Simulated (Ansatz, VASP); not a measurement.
Two plane-wave programs on Ca

Contents of INCAR:

```
ALGO     = Normal         # electronic algorithm
EDIFF    = 1E-7           # SCF threshold, eV
ENCUT    = 520            # plane-wave cutoff, eV
GGA      = PE             # functional
ISIF     = 2              # what is computed and relaxed
ISMEAR   = -1             # smearing method
LASPH    = T              # aspherical terms in the spheres
LCHARG   = F              # write CHGCAR
LREAL    = F              # projectors in reciprocal space
LWAVE    = F              # write WAVECAR
NBANDS   = 28             # bands
NELM     = 100            # most SCF steps
PREC     = Accurate       # precision mode
SIGMA    = 0.05           # smearing width, eV
```

KPOINTS

```
k-points
0
Gamma
  5 5 4
```

The input POSCAR:

```
Ca
1.0
    3.5308842313     -3.7414605954      0.0000000000
    3.5308842313      3.7414605954      0.0000000000
    0.0000000000      0.0000000000      7.1465882690
Ca
4
Direct
    0.6617894600      0.3382105400      0.3034858900
    0.3382105400      0.6617894600      0.6965141100
    0.8382105400      0.1617894600      0.8034858900
    0.1617894600      0.8382105400      0.1965141100
```

input.yaml

```yaml
crystal:
  lattice:
    - [3.5308842313, -3.7414605954, 0.0]
    - [3.5308842313, 3.7414605954, 0.0]
    - [0.0, 0.0, 7.146588269]
  atoms:
    - { symbol: Ca, position: [0.66178946, 0.33821054, 0.30348589] }
    - { symbol: Ca, position: [0.33821054, 0.66178946, 0.69651411] }
    - { symbol: Ca, position: [0.83821054, 0.16178946, 0.80348589] }
    - { symbol: Ca, position: [0.16178946, 0.83821054, 0.19651411] }
hamiltonian:
  xc: pbe
  pseudopotentials: { kind: paw }
kpoints:
  mp_grid: { grid: [5, 5, 4] }
scf:
  occupations: { method: fermi_dirac, width: 0.05 }
output:
  forces: true
  stress: true
  eigenvalues: true
```

Change from the starting cell: volume scaled by 1.06.

Alike in both runs: task single point; functional PBE; k mesh 5 × 5 × 4; occupations fermi-dirac, width 0.05 eV; no spin polarisation.

```csv
,VASP,Ansatz
version,VASP 6.6.1,Ansatz 0.2.0
potentials or method,"VASP PAW PBE potentials, release 64 (Ca_sv)",Ansatz PAW
plane-wave cutoff (eV),520,420
valence electrons in the cell,40,40
```

```tsv
	VASP	Ansatz	Ansatz less VASP
gap on the k mesh at the Fermi level (eV)	none	none	-
pressure (GPa)	-0.8	-0.8	-0.01
largest component of the traceless stress (GPa)	0.31	0.31	-0.001
rms of the force components (eV/Å)	0.030	0.031	+0.0003
```

Atom by atom the forces differ by 0.000 eV/Å (rms over components). A gap of «none» marks a metal or a gap that the smearing closes. The functional is the same, so the differences come from potentials, cutoffs and numerics.
